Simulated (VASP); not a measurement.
A run of VASP 6.6.1 is set up as follows.

INCAR

```
PREC = Normal
ENCUT = 520
EDIFF = 1E-4
ISMEAR = 0
SIGMA = 0.15
LREAL = F
LASPH = T
NELM = 60
ALGO = Fast
ISIF = 3
LWAVE = F
LCHARG = F
GGA = PE
IBRION = 2
NSW = 24
EDIFFG = -0.08
```

The input KPOINTS:

```
regular mesh
0
Gamma
  3 3 3
```

Contents of POSCAR:

```
Sb2Se5
1.0
    3.4896586400      2.0147553500      4.8888935100
   -3.4896586400      2.0147553500      4.8888935100
    0.0000000000     -4.0295107100      4.8888935100
Sb Se
2 5
Direct
    0.0000000000      0.0000000000      0.0000000000
    0.5000000000      0.5000000000      0.5000000000
    0.5000000000      0.5000000000      0.0000000000
    0.0000000000      0.5000000000      0.5000000000
    0.5000000000      0.0000000000      0.5000000000
    0.7471713800      0.7471713800      0.7471713800
    0.2528286200      0.2528286200      0.2528286200
```

Potentials or basis: VASP PAW PBE potentials, release 64 (Sb, Se).

Launch:

```sh
$ cat potpaw_PBE.64/Sb/POTCAR potpaw_PBE.64/Se/POTCAR > POTCAR
$ mpirun -np 1 vasp_std > vasp.out
```

**Question.** What does it give for the relaxed volume?

**Answer.** 27.94 Å³/atom.

**Question.** Predict the space group after relaxing (to 0.05 Å).

**Answer.** R-3m (No. 166).

**Question.** Predict the relaxed cell.

**Answer.** a = 5.998 Å, b = 5.998 Å, c = 5.998 Å, α = 74.39°, β = 74.39°, γ = 74.39°.

**Question.** Estimate the band gap on the k mesh.

**Answer.** None (metal or under the smearing width).

Forces on the atoms (eV/Å):
```
Sb   0.000  0.000  0.000
Sb   0.000  0.000  0.000
Se   0.000  0.000  0.000
Se   0.000  0.000  0.000
Se   0.000  0.000  0.000
Se   0.000  0.000  0.016
Se   0.000  0.000 -0.016
```

Caveat: the k mesh is coarse (spacing up to 0.37 Å⁻¹), so the values aren't converged; the relaxation stopped at a loose force limit of 0.08 eV/Å, so its end isn't a converged minimum. The run has no spin-orbit coupling, so splittings on Sb are missing.
